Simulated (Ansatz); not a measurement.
# Thickness series of a Zn/BN/Cu junction, part 4 of 6

How fast does the current through Zn/BN/Cu fall with each added layer? The lower electrode is Zn hcp(0001), the upper one Cu fcc(111); the barrier is BN zinc blende(111) (whole bilayers). In the first transport cell, after relaxation, the nearest pair of electrode and barrier is Zn–N at 2.61 Å, at a slant, too long for a bond, at the lower face and Cu–B at 2.49 Å, at a slant, at the upper one. A gap without bonds adds to the barrier. All share a net of side 2.613 Å, which strains the lower electrode by -1.8 %, the upper one by +1.8 % and the barrier by +1.8 %, against typed lattice constants near PBE's. The first steps treat the bulk electrodes alone.

Ansatz 0.2.0; PBE DFT, plane waves, PAW files (the session's first sound run).

So far, transmission at the Fermi level (a spin, zone mean): step 5 (T(E) of the junction) 0.0272.

### Step 6. Conductance, atomic planes in the barrier 4, gap between the electrodes 6.69 Å

Level of this step: PBE DFT, plane waves, PAW files; ballistic transmission by layer matching between semi-infinite leads (Ansatz).

System of this step: Zn/BN/Cu. The cell holds 23 atoms: 11 Zn, 2 N, 2 B and 8 Cu. Its edges and angles: a = 2.613 Å, b = 2.613 Å, c = 60.920 Å, α = 90.0°, β = 90.0°, γ = 120.0°. Regions: left electrode, 11 atoms (11 Zn); barrier, 4 atoms (2 N and 2 B); right electrode, 8 atoms (8 Cu). Vacuum lies along c.

The conductance needs T(E) within ten thermal energies of the Fermi level, on steps under 1.5 kT, and a finer mesh (36×36), since the current can rest on few wavevectors.

File input.yaml:

```yaml
crystal:
  lattice:
    - [2.613, 0.0, 0.0]
    - [-1.3065, 2.2629243801, 0.0]
    - [0.0, 0.0, 60.9195583795]
  atoms:
    - { symbol: Zn, position: [0.0, 0.0, 0.1149056261] }
    - { symbol: Zn, position: [0.33333333, 0.66666667, 0.1571145326] }
    - { symbol: Zn, position: [0.0, 0.0, 0.1993234391] }
    - { symbol: Zn, position: [0.33333333, 0.66666667, 0.2415323456] }
    - { symbol: Zn, position: [0.0, 0.0, 0.283741252] }
    - { symbol: Zn, position: [0.33333333, 0.66666667, 0.3259501585] }
    - { symbol: Zn, position: [0.0, 0.0, 0.368159065] }
    - { symbol: Zn, position: [0.33333333, 0.66666667, 0.4103679714] }
    - { symbol: Zn, position: [0.0, 0.0, 0.4525768779] }
    - { symbol: Zn, position: [0.33333333, 0.66666667, 0.4947857844] }
    - { symbol: Zn, position: [0.0, 0.0, 0.5372226835] }
    - { symbol: "N", position: [0.33333333, 0.66666667, 0.5722443138] }
    - { symbol: B, position: [0.66666667, 0.33333333, 0.579429517] }
    - { symbol: "N", position: [0.66666667, 0.33333333, 0.6063359618] }
    - { symbol: B, position: [0.0, 0.0, 0.6144997874] }
    - { symbol: Cu, position: [0.33333333, 0.66666667, 0.6469824525] }
    - { symbol: Cu, position: [0.66666667, 0.33333333, 0.6814170429] }
    - { symbol: Cu, position: [0.0, 0.0, 0.7153632647] }
    - { symbol: Cu, position: [0.33333333, 0.66666667, 0.7493094865] }
    - { symbol: Cu, position: [0.66666667, 0.33333333, 0.7832557084] }
    - { symbol: Cu, position: [0.0, 0.0, 0.8172019302] }
    - { symbol: Cu, position: [0.33333333, 0.66666667, 0.851148152] }
    - { symbol: Cu, position: [0.66666667, 0.33333333, 0.8850943739] }
kpoints:
  mp_grid: { grid: [12, 12, 1] }
scf:
  occupations: { method: fermi_dirac, width: 0.1 }
  max_iter: 150
hamiltonian:
  xc: pbe
output:
  transmission:
    kmesh: [36, 36]
    e_range: [-0.26, 0.27]
    de: 0.0375
    leads: [[4, 6], [19, 20]]
```

Started as:

```
> ansatz run input.yaml --threads 4 --pin off --max-ram 10240MiB --backend cpu --events-out ev --progress --plain --runs-dir out
```

Numbers of over 12 decimals in the logs are rounded to 6 here.

The program printed:

```text
[...]
Crystal: 23 atoms, lattice volume = 360.219 Å³
Basis set: ecut = 420 eV, 7205 PW (Γ)
Bands: 180, of which v1, the nominal top of the filled ones, is band 150 counted from 1 (149 counted from 0)
Symmetry: 6 space group operations
[...]
k-points: 19 of 144 (time reversal used)
[...]
SCF iter   1: F=—  HF=-90592.342651 eV  |F-HF|=—  |Δ(HF+E_count)|=         —  Δρ=6.79e-3  dr2=3.48e1  ethr=1.77e-3  ⟨swp⟩=7.3  Hψ=14712  notcnv=0  defer=119
[...]
SCF iter  12: F=-90592.156647 eV  HF=-90592.156647 eV  |F-HF|=1.97e-8  |Δ(HF+E_count)|=  8.00e-10  Δρ=8.39e-7  dr2=2.30e-8  ethr=3.33e-11  ⟨swp⟩=2.6  Hψ=6966  notcnv=0
SCF 1 converged in 12 iterations: F = -90592.156647 eV  dr2 = 2.30e-8
[...]
transmission: 550 of 5461 steps passed
transmission: 1093 of 5461 steps passed
[...]
transmission: 5461 of 5461 steps passed
SCF converged after 12 iterations
Free energy (F): -90592.156647 eV
[...]
Internal energy: -90591.979190 eV  (E = F + TS)
E sigma→0 (E₀):  -90592.067918 eV
Entropy (-TS):   -0.177457 eV (-7.716 meV/atom)
Fermi energy:    9.418243 eV
[...]
--- Band table (eV; the first three rows and the last of 19) ---
  k-point 0: bands = [... 146 lower, 7.6570, 7.6570, 7.8140, 7.8140, 7.8506, 7.8506, 7.8867, 7.9110, ... 26 higher]
  k-point 1: bands = [... 146 lower, 7.5627, 7.6521, 7.6629, 7.6715, 7.8136, 7.8201, 7.9162, 8.0427, ... 26 higher]
  k-point 2: bands = [... 146 lower, 7.5322, 7.6560, 7.6769, 7.8329, 7.9300, 7.9368, 8.3254, 8.6411, ... 26 higher]
  k-point 18: bands = [... 146 lower, 10.4784, 10.5818, 10.6764, 10.9912, 11.0659, 11.3875, 11.5215, 12.0236, ... 26 higher]
--- Transmission ---
  basis      : 55 plane waves across, 43 finite elements along
  points     : 127, standing for a mesh of 36 x 36
  filling    : by the input's occupations and mesh, since the crystals that have channels conduct as metals do. If one of these is a semiconductor, that mesh has misplaced its level
[...]
filled         : 116.1 meV over the level at which it is neutral
    channels       : 6.211420e-1 a spin
    conductance    : 8.0329e14 S/m² at 300 K; may be off by some 0.0 % by where its bands' edges are placed, 7.9 % from the k-mesh, 0.2 % from the distance to neutral
    slowest decay  : 0.0409 /Å at (0.2778, 0.0833)
[...]
filled         : 42.2 meV under the level at which it is neutral
    channels       : 8.217593e-1 a spin
[...]
slowest decay  : 0.0187 /Å at (0.0556, 0.0278)
  junction   : crystal 0 to crystal 1, 19.27 to 45.98 Å
    transmission   : 1.561319e-1 a spin
    conductance    : 2.0730e14 S/m² at 300 K (2.0428e14 on every other point, 2.0738e14 on every other energy)
    error estimate : 0.0 % from the energy spacing and 0.0 % from band edges of the leads and from resonances (wavevectors taken as independent; lower de), 3.6 % from the k-mesh, 11.9 % from the steps of its leads' Hamiltonians or their offsets (lay more layers), 4.9 % from the distance to neutral
    resistance     : 3.7378e-3 Ω µm² beyond half of each lead's own
```

Wall time 1.8 min (4 threads of Arm Neoverse V2, shared host); peak memory 2 GiB.

This step gave:

```
free energy                                         : -90592.1566 eV
Fermi energy                                        : 9.418 eV
transmission at the Fermi level (a spin, zone mean) : 0.1561
channels of the lower lead                          : 0.6211
channels of the upper lead                          : 0.8218
potential step in the lower lead                    : 114.2 meV
ballistic conductance of the lower lead             : 8.03e14 S/m²
potential step in the upper lead                    : 26.8 meV
ballistic conductance of the upper lead             : 1.08e15 S/m²
junction conductance                                : 2.07e14 S/m²
error estimates by source, in the log's order       : 0, 0, 3.6, 11.9, 4.9 %
resistance-area product beyond the leads            : 0.003738 Ω um²
```

One spin. Table of transmission, zone mean by energy, zero at the Fermi level:

```csv
energy (eV),"transmission, zone mean"
-0.260,0.180
-0.223,0.176
-0.185,0.171
-0.147,0.168
-0.110,0.165
-0.072,0.164
-0.035,0.161
0.003,0.156
0.040,0.156
0.077,0.155
0.115,0.150
0.152,0.147
0.190,0.145
0.228,0.141
0.265,0.138
```

One spin. Table of open channels, zone mean by energy, zero at the Fermi level:

```csv
energy (eV),lower lead,upper lead
-0.260,0.640,0.794
-0.223,0.640,0.789
-0.185,0.612,0.799
-0.147,0.612,0.799
-0.110,0.612,0.799
-0.072,0.612,0.808
-0.035,0.630,0.808
0.003,0.621,0.822
0.040,0.603,0.840
0.077,0.603,0.840
0.115,0.593,0.840
0.152,0.593,0.836
0.190,0.584,0.836
0.228,0.552,0.836
0.265,0.533,0.836
```

Transmission over k1 and k2. At 0.0025 eV from the Fermi level.

Ten even steps from '0' (0.000) to '9' (0.876), each cell a mean:
```
000001100000011000000000000000000000
000000000000000000000000000000000000
110000000000000000000011000000000000
110000000111111100000001100000000000
000000001223333322100000000000000000
000000012345566554432100000000000000
100000123456778877654321000001000000
210000124567899999887653210000220000
010000023567899955999875421000010000
000000013467899100117987643100000000
000000001356899500000998764210000000
000000000235689930000099875421000000
000000000023567997711799976532000000
100002100001346789999999876542100002
100000110000123456788888776532100001
000000000000001234556666655432100000
000000000000000011233444443221000000
100000000000100000001122221100000001
200000000000121000000000000000000002
000000000000000000000000000000000000
000000000000000000000000000000000000
000001100000110000000002110001220000
```
Columns: k1 (b1) from -0.5 to 0.472; rows upwards: k2 (b2) from -0.5 to 0.472.

G = 2.1e14 S/m² (1/G = 0.00482 Ω µm²). The largest error estimate is 12 %, from the leads' potential steps. In the worse lead the potential repeats within 114 meV, which the program flags as too much for a lead, so G carries that doubt. By hand, Landauer's formula with T at one energy: G = (e²/h) ΣT / A = 3.874e-5 S × 0.312 / 5.913 Å² = 2.0e14 S/m², with T summed over both spins. The printed value averages T over the Fermi window and is 1.0 times this.

### Step 7. Conductance, atomic planes in the barrier 6, gap between the electrodes 8.79 Å

System of this step: Zn/BN/Cu. The cell holds 25 atoms: 11 Zn, 3 N, 3 B and 8 Cu. Cell: a = 2.613 Å, b = 2.613 Å, c = 63.019 Å, α = 90.0°, β = 90.0°, γ = 120.0°. Regions: left electrode, 11 atoms (11 Zn); barrier, 6 atoms (3 N and 3 B); right electrode, 8 atoms (8 Cu). Vacuum lies along c.

Barrier layers are added or taken out in the middle, and the relaxed faces stay.

File input.yaml:

```yaml
crystal:
  lattice:
    - [2.613, 0.0, 0.0]
    - [-1.3065, 2.2629243801, 0.0]
    - [0.0, 0.0, 63.018769666]
  atoms:
    - { symbol: Zn, position: [0.0, 0.0, 0.1110780175] }
    - { symbol: Zn, position: [0.33333333, 0.66666667, 0.1518809077] }
    - { symbol: Zn, position: [0.0, 0.0, 0.192683798] }
    - { symbol: Zn, position: [0.33333333, 0.66666667, 0.2334866882] }
    - { symbol: Zn, position: [0.0, 0.0, 0.2742895785] }
    - { symbol: Zn, position: [0.33333333, 0.66666667, 0.3150924687] }
    - { symbol: Zn, position: [0.0, 0.0, 0.355895359] }
    - { symbol: Zn, position: [0.33333333, 0.66666667, 0.3966982492] }
    - { symbol: Zn, position: [0.0, 0.0, 0.4375011394] }
    - { symbol: Zn, position: [0.33333333, 0.66666667, 0.4783040297] }
    - { symbol: Zn, position: [0.0, 0.0, 0.5193273179] }
    - { symbol: "N", position: [0.33333333, 0.66666667, 0.5531823466] }
    - { symbol: B, position: [0.66666667, 0.33333333, 0.5601282043] }
    - { symbol: "N", position: [0.66666667, 0.33333333, 0.5861383714] }
    - { symbol: B, position: [0.0, 0.0, 0.5938311946] }
    - { symbol: "N", position: [0.0, 0.0, 0.6194787901] }
    - { symbol: B, position: [0.33333333, 0.66666667, 0.6273411425] }
    - { symbol: Cu, position: [0.66666667, 0.33333333, 0.6587417811] }
    - { symbol: Cu, position: [0.0, 0.0, 0.6920293246] }
    - { symbol: Cu, position: [0.33333333, 0.66666667, 0.7248447676] }
    - { symbol: Cu, position: [0.66666667, 0.33333333, 0.7576602106] }
    - { symbol: Cu, position: [0.0, 0.0, 0.7904756536] }
    - { symbol: Cu, position: [0.33333333, 0.66666667, 0.8232910965] }
    - { symbol: Cu, position: [0.66666667, 0.33333333, 0.8561065395] }
    - { symbol: Cu, position: [0.0, 0.0, 0.8889219825] }
kpoints:
  mp_grid: { grid: [12, 12, 1] }
scf:
  occupations: { method: fermi_dirac, width: 0.1 }
  max_iter: 150
hamiltonian:
  xc: pbe
output:
  transmission:
    kmesh: [36, 36]
    e_range: [-0.26, 0.27]
    de: 0.0375
    leads: [[4, 6], [21, 22]]
```

The program printed:

```text
[...]
Crystal: 25 atoms, lattice volume = 372.631 Å³
Basis set: ecut = 420 eV, 7477 PW (Γ)
Bands: 185, of which v1, the nominal top of the filled ones, is band 154 counted from 1 (153 counted from 0)
Symmetry: 6 space group operations
[...]
k-points: 19 of 144 (time reversal used)
[...]
SCF iter   1: F=—  HF=-91134.480657 eV  |F-HF|=—  |Δ(HF+E_count)|=         —  Δρ=7.80e-3  dr2=3.25e1  ethr=1.77e-3  ⟨swp⟩=7.5  Hψ=15357  notcnv=0  defer=127
[...]
SCF iter  13: F=-91134.245303 eV  HF=-91134.245303 eV  |F-HF|=4.64e-8  |Δ(HF+E_count)|=   1.10e-8  Δρ=2.27e-6  dr2=4.71e-8  ethr=3.25e-11  ⟨swp⟩=16.6  Hψ=19476  notcnv=0
SCF 1 converged in 13 iterations: F = -91134.245303 eV  dr2 = 4.71e-8
[...]
transmission: 586 of 5842 steps passed
transmission: 1176 of 5842 steps passed
[...]
transmission: 5842 of 5842 steps passed
SCF converged after 13 iterations
Free energy (F): -91134.245303 eV
[...]
Internal energy: -91134.058760 eV  (E = F + TS)
E sigma→0 (E₀):  -91134.152031 eV
Entropy (-TS):   -0.186543 eV (-7.462 meV/atom)
Fermi energy:    9.484966 eV
[...]
--- Band table (eV; the first three rows and the last of 19) ---
  k-point 0: bands = [... 150 lower, 7.7230, 7.7353, 7.8815, 7.8815, 7.9792, 7.9792, 8.0539, 8.2552, ... 27 higher]
  k-point 1: bands = [... 150 lower, 7.6999, 7.7292, 7.7723, 7.8869, 7.9534, 7.9845, 8.0748, 8.2128, ... 27 higher]
  k-point 2: bands = [... 150 lower, 7.6161, 7.7429, 7.8253, 7.8999, 7.9983, 8.0400, 8.4090, 8.8008, ... 27 higher]
  k-point 18: bands = [... 150 lower, 10.5437, 10.6428, 10.7414, 11.0573, 11.1325, 11.4746, 11.5901, 12.0928, ... 27 higher]
--- Transmission ---
  basis      : 55 plane waves across, 46 finite elements along
  points     : 127, standing for a mesh of 36 x 36
[...]
filled         : 119.2 meV over the level at which it is neutral
    channels       : 6.118827e-1 a spin
[...]
slowest decay  : 0.0403 /Å at (0.2778, 0.0833)
[...]
filled         : 42.9 meV under the level at which it is neutral
    channels       : 8.125000e-1 a spin
[...]
slowest decay  : 0.0165 /Å at (0.3333, 0.1944)
  junction   : crystal 0 to crystal 1, 19.27 to 48.08 Å
    transmission   : 6.810421e-2 a spin
[...]
resistance     : 9.6868e-3 Ω µm² beyond half of each lead's own
```

Elapsed: 1.9 min, on 4 threads; peak memory 2.1 GiB.

Numbers from this step:

- free energy: -91134.2453 eV
- Fermi energy: 9.485 eV
- transmission at the Fermi level (a spin, zone mean): 0.06810
- channels of the lower lead: 0.6119
- channels of the upper lead: 0.8125
- potential step in the lower lead: 116.7 meV
- ballistic conductance of the lower lead: 8.02e14 S/m²
- potential step in the upper lead: 27.9 meV
- junction conductance: 9.28e13 S/m²
- error estimates by source, in the log's order: 0.1, 0, 6.7, 21.8, 12.2 %
- resistance-area product beyond the leads: 0.009687 Ω um²

One spin. The transmission, zone mean by energy, zero at the Fermi level:

```csv
energy (eV),"transmission, zone mean"
-0.260,0.0897
-0.223,0.0852
-0.185,0.0828
-0.147,0.0808
-0.110,0.0790
-0.072,0.0774
-0.035,0.0755
0.003,0.0681
0.040,0.0671
0.077,0.0660
0.115,0.0643
0.152,0.0602
0.190,0.0594
0.228,0.0587
0.265,0.0582
```

One spin. The open channels, zone mean by energy, zero at the Fermi level:

```csv
energy (eV),lower lead,upper lead
-0.260,0.640,0.794
-0.223,0.630,0.789
-0.185,0.603,0.799
-0.147,0.612,0.799
-0.110,0.612,0.799
-0.072,0.612,0.808
-0.035,0.640,0.808
0.003,0.612,0.812
0.040,0.603,0.840
0.077,0.593,0.840
0.115,0.593,0.840
0.152,0.593,0.836
0.190,0.584,0.836
0.228,0.552,0.836
0.265,0.533,0.836
```

Transmission over k1 and k2. At 0.0025 eV from the Fermi level.

Values, 12 rows by 16 columns, each cell a mean:
```
0.000 0.000 0.008 0.006 0.001 0.007 0.006 0.000 0.000 0.000 0.000 0.000 0.000 0.000 0.000 0.000
0.014 0.000 0.000 0.003 0.005 0.005 0.005 0.003 0.000 0.002 0.011 0.001 0.000 0.000 0.000 0.000
0.008 0.000 0.004 0.022 0.045 0.075 0.079 0.052 0.024 0.006 0.003 0.005 0.000 0.000 0.000 0.000
0.010 0.000 0.005 0.042 0.133 0.252 0.332 0.297 0.179 0.078 0.017 0.001 0.004 0.006 0.000 0.000
0.011 0.000 0.005 0.046 0.196 0.426 0.657 0.478 0.597 0.355 0.143 0.030 0.002 0.008 0.003 0.000
0.000 0.000 0.002 0.025 0.128 0.383 0.538 0.031 0.029 0.533 0.388 0.130 0.025 0.003 0.000 0.000
0.000 0.000 0.000 0.006 0.044 0.188 0.470 0.381 0.123 0.290 0.576 0.265 0.068 0.012 0.000 0.000
0.005 0.000 0.012 0.005 0.004 0.041 0.160 0.346 0.540 0.596 0.470 0.272 0.097 0.017 0.001 0.012
0.003 0.000 0.000 0.004 0.001 0.001 0.019 0.067 0.147 0.219 0.215 0.137 0.058 0.015 0.001 0.002
0.005 0.000 0.000 0.000 0.002 0.010 0.002 0.006 0.018 0.033 0.040 0.032 0.020 0.008 0.000 0.009
0.003 0.000 0.000 0.000 0.000 0.002 0.005 0.000 0.000 0.000 0.001 0.001 0.000 0.000 0.000 0.004
0.000 0.000 0.005 0.003 0.002 0.005 0.001 0.000 0.000 0.002 0.013 0.006 0.004 0.014 0.003 0.000
```
Columns: k1 (b1) from -0.5 to 0.472; rows upwards: k2 (b2) from -0.5 to 0.472.

G = 9.3e13 S/m² (1/G = 0.0108 Ω µm²), 0.45 times the step before of this kind. The largest error estimate is 22 %, from the leads' potential steps. In the worse lead the potential repeats within 117 meV, which the program flags as too much for a lead, so G carries that doubt.

### Step 8. Conductance, 27 atoms

System of this step: Zn/BN/Cu. The cell holds 27 atoms: 11 Zn, 4 N, 4 B and 8 Cu. Its edges and angles: a = 2.613 Å, b = 2.613 Å, c = 65.118 Å, α = 90.0°, β = 90.0°, γ = 120.0°. Regions: left electrode, 11 atoms (11 Zn); barrier, 8 atoms (4 N and 4 B); right electrode, 8 atoms (8 Cu). Vacuum lies along c.

Barrier layers are added or taken out in the middle, and the relaxed faces stay.

File input.yaml:

```yaml
crystal:
  lattice:
    - [2.613, 0.0, 0.0]
    - [-1.3065, 2.2629243801, 0.0]
    - [0.0, 0.0, 65.1179809525]
  atoms:
    - { symbol: Zn, position: [0.0, 0.0, 0.1074971904] }
    - { symbol: Zn, position: [0.33333333, 0.66666667, 0.1469847161] }
    - { symbol: Zn, position: [0.0, 0.0, 0.1864722417] }
    - { symbol: Zn, position: [0.33333333, 0.66666667, 0.2259597673] }
    - { symbol: Zn, position: [0.0, 0.0, 0.265447293] }
    - { symbol: Zn, position: [0.33333333, 0.66666667, 0.3049348186] }
    - { symbol: Zn, position: [0.0, 0.0, 0.3444223442] }
    - { symbol: Zn, position: [0.33333333, 0.66666667, 0.3839098699] }
    - { symbol: Zn, position: [0.0, 0.0, 0.4233973955] }
    - { symbol: Zn, position: [0.33333333, 0.66666667, 0.4628849211] }
    - { symbol: Zn, position: [0.0, 0.0, 0.5025857398] }
    - { symbol: "N", position: [0.33333333, 0.66666667, 0.5353493823] }
    - { symbol: B, position: [0.66666667, 0.33333333, 0.5420713261] }
    - { symbol: "N", position: [0.66666667, 0.33333333, 0.5672430024] }
    - { symbol: B, position: [0.0, 0.0, 0.5746878316] }
    - { symbol: "N", position: [0.0, 0.0, 0.5994307672] }
    - { symbol: B, position: [0.33333333, 0.66666667, 0.6069248767] }
    - { symbol: "N", position: [0.33333333, 0.66666667, 0.6317456695] }
    - { symbol: B, position: [0.66666667, 0.33333333, 0.6393545628] }
    - { symbol: Cu, position: [0.0, 0.0, 0.6697429377] }
    - { symbol: Cu, position: [0.33333333, 0.66666667, 0.7019573892] }
    - { symbol: Cu, position: [0.66666667, 0.33333333, 0.7337149592] }
    - { symbol: Cu, position: [0.0, 0.0, 0.7654725293] }
    - { symbol: Cu, position: [0.33333333, 0.66666667, 0.7972300994] }
    - { symbol: Cu, position: [0.66666667, 0.33333333, 0.8289876694] }
    - { symbol: Cu, position: [0.0, 0.0, 0.8607452395] }
    - { symbol: Cu, position: [0.33333333, 0.66666667, 0.8925028096] }
kpoints:
  mp_grid: { grid: [12, 12, 1] }
scf:
  occupations: { method: fermi_dirac, width: 0.1 }
  max_iter: 150
hamiltonian:
  xc: pbe
output:
  transmission:
    kmesh: [36, 36]
    e_range: [-0.26, 0.27]
    de: 0.0375
    leads: [[4, 6], [23, 24]]
```

The program printed:

```text
[...]
Crystal: 27 atoms, lattice volume = 385.044 Å³
Basis set: ecut = 420 eV, 7699 PW (Γ)
Bands: 190, of which v1, the nominal top of the filled ones, is band 158 counted from 1 (157 counted from 0)
Symmetry: 6 space group operations
[...]
k-points: 19 of 144 (time reversal used)
[...]
channels       : 6.118827e-1 a spin
[...]
slowest decay  : 0.0402 /Å at (0.2778, 0.0833)
[...]
filled         : 42.9 meV under the level at which it is neutral
    channels       : 8.125000e-1 a spin
[...]
slowest decay  : 0.0150 /Å at (0.3333, 0.1944)
  junction   : crystal 0 to crystal 1, 19.27 to 50.18 Å
    transmission   : 2.638362e-2 a spin
[...]
resistance     : 2.5098e-2 Ω µm² beyond half of each lead's own
[key lines of the parts left out:]
SCF converged after 12 iterations
Free energy (F): -91676.436803 eV
Fermi energy:    9.552504 eV
```

Run time: 1.8 min. Hardware: 4 threads; peak memory 2.3 GiB; 6.9 min of CPU time.

G = 3.8e13 S/m² (1/G = 0.0262 Ω µm²), 0.41 times the step before of this kind. The largest error estimate is 42 %, from the leads' potential steps. In the worse lead the potential repeats within 117 meV, which the program flags as too much for a lead, so G carries that doubt.

(Continued in part 5 of 6.)

[Logs are printed without paths, hosts, clocks, repeated set-up lines and the standing remarks that a program may print on its own settings, such as how far it seeks lower states.]

[Hosts, paths, dates, database ids (printed as entryN), source tags and the programs' standing remarks are cut or masked in the printed files.]
